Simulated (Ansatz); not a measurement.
Runs of Ansatz 0.2.0 on MnO. It takes space group Pm-3m (No. 221, cubic). Conventional cell: a = 2.672 Å, b = 2.672 Å, c = 2.672 Å, α = 90.00°, β = 90.00°, γ = 90.00°. Mn (site symmetry m-3m) has 8 O at 2.31 Å as nearest neighbours. O (site symmetry m-3m) is surrounded by 8 Mn at 2.31 Å. Measurements of this composition are mostly on another form, of space group No. 225.

```tsv
task	level	cell	cutoff (eV)	gap on the mesh (eV)	pressure (GPa)	moment (μB)
relaxation of cell and atoms	HF	relaxed	420	10.33	0.0	5.00
single point	HF	as given	420	11.61	23.5	5.00
single point	r2SCANh	as given	500	1.80	14.9	5.00
single point	r2SCAN50	as given	500	(b)	(a)	5.00
```

Alike in all rows: potentials or basis Ansatz PAW; spin collinear, ferromagnetic start; k mesh 5 × 5 × 5; smearing fermi-dirac 0.05 eV; the mesh is coarse, so values aren't converged.

Fill in the values left out.

(a) 10.6; (b) 5.87.

Caveats: all runs use coarse meshes; the magnetic or orbital state may not be the lowest; odd divisions of the mesh miss points on the zone boundary, where band edges often lie, so the gap on the mesh can be too wide; a cell with one magnetic atom can't hold antiferromagnetic order, which such compounds often take; the PAW data sets come from PBE, with cores solved anew for the run's functional, which leaves a small shift of forces and pressure; the thresholds are loose for stress (some runs); the plane-wave basis is chosen anew once the cell has moved, so the energies of steps on either side of that aren't comparable (some runs); so large a pressure means that the cell lies far from this level's equilibrium, or that cutoff or potentials fall short (some runs).

A k mesh can miss the band edges.
